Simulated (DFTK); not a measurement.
# NiO under changes of volume

One of the cells (9.076 Å³/atom); the others are scaled copies at fixed shape and fractional positions:

```xyz
2
Lattice="0.0000 2.0859 2.0859 2.0859 0.0000 2.0859 2.0859 2.0859 0.0000" Properties=species:S:1:pos:R:3 pbc="T T T"
Ni    0.0000    0.0000    0.0000
O     2.0859    2.0859    2.0859
```

* Program: DFTK 0.8.2
* Functional: AM05
* Potentials or basis: dojo.nc.sr.pbesol.v0_4_1.standard.upf (PBEsol)
* Cutoff: 1333 eV
* k mesh: 7 × 7 × 7
* Occupations: fermi-dirac, width 0.05 eV
* Spin: collinear spin, ferromagnetic start
* Starting moments: [1.0, 0.0] μB

```tsv
volume (Å³/atom)	energy over the lowest point (meV/atom)	pressure (GPa)	moment (μB per cell)
8.531	0.00	0.4	0.44
8.713	2.17	-4.3	0.47
8.894	9.34	-8.5	0.50
9.076	20.93	-12.1	0.52
9.257	36.45	-15.4	0.55
9.439	?	?	?
9.620	77.48	-20.7	0.62
```

Q: What does the run at 9.439 Å³/atom give?

A: Energy over the lowest point 55.44 meV/atom; pressure -18.2 GPa; moment 0.58 μB per cell.

Worked out: A Birch-Murnaghan fit of order 3 (a polynomial in V^(-2/3)) to the other rows has its minimum at 8.55 Å³/atom with B0 = V·E''(V) = 232 GPa and B' = 4.7. It gives 55.48 meV/atom at 9.439 Å³/atom, against the run's 55.44, and -dE/dV = -18.2 GPa, against -18.2. A straight line through the other rows of the moment, of slope 0.161 μB per Å³/atom, gives 0.59 μB, against the run's 0.58.

Energies are extrapolated to zero smearing.

Caveats: all runs use coarse meshes; the potentials were made for another functional, which shifts forces and pressure; a cell with one magnetic atom can't hold antiferromagnetic order, which such compounds often take.
